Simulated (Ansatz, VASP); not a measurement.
**One calculation of Au, two programs**

File INCAR:

```
SYSTEM = Au
ALGO = Normal
EDIFF = 1E-7
ENCUT = 520
GGA = PE
ISIF = 2
ISMEAR = 0
LASPH = .True.
LCHARG = .False.
LREAL = .False.
LWAVE = .False.
NBANDS = 18
NELM = 80
PREC = Accurate
SIGMA = 0.2
```

File KPOINTS:

```
k-points
0
Gamma
  14 14 8
  0 0 0
```

The input POSCAR:

```
Au
1.0
    2.8999984104      0.0000000000      0.0000000000
   -1.4499992052      2.5114722944      0.0000000000
    0.0000000000      0.0000000000      4.8800000000
Au
2
Direct
    0.3333333333      0.6666666667      0.7500000000
    0.6666666667      0.3333333333      0.2500000000
```

Input for Ansatz:

```yaml
crystal:
  lattice:
    - [2.8999984104, 0.0, 0.0]
    - [-1.4499992052, 2.5114722944, 0.0]
    - [0.0, 0.0, 4.88]
  atoms:
    - { symbol: Au, position: [0.3333333333, 0.6666666667, 0.75] }
    - { symbol: Au, position: [0.6666666667, 0.3333333333, 0.25] }
kpoints:
  mp_grid: { grid: [14, 14, 8] }
scf:
  occupations: { method: gaussian, width: 0.2 }
hamiltonian:
  xc: pbe
  pseudopotentials: { kind: all_electron, lapw: { basis_error: 0.00025 } }
output:
  forces: true
  stress: true
  eigenvalues: true
```

Alike in both runs: task single point; functional PBE; k mesh 14 × 14 × 8; occupations gaussian, width 0.2 eV; no spin polarisation.

|  | VASP | Ansatz |
| --- | --- | --- |
| version | VASP 6.6.1 | Ansatz 0.2.0 |
| potentials or method | VASP PAW PBE potentials, release 64 (Au) | all-electron LAPW, scalar-relativistic |
| plane-wave cutoff (eV) | 520 | see its input |

Ansatz gave:

```
pressure (GPa)                                  : 1.9
largest component of the traceless stress (GPa) : 0.21
```

Question: Estimate VASP's values.

Answer: Pressure (GPa): 1.7; largest component of the traceless stress (GPa): 0.23.

Ansatz ran all-electron here, so the differences hold the error of VASP's frozen core and of both bases.

The runs have no spin-orbit coupling, so splittings on Au are missing.
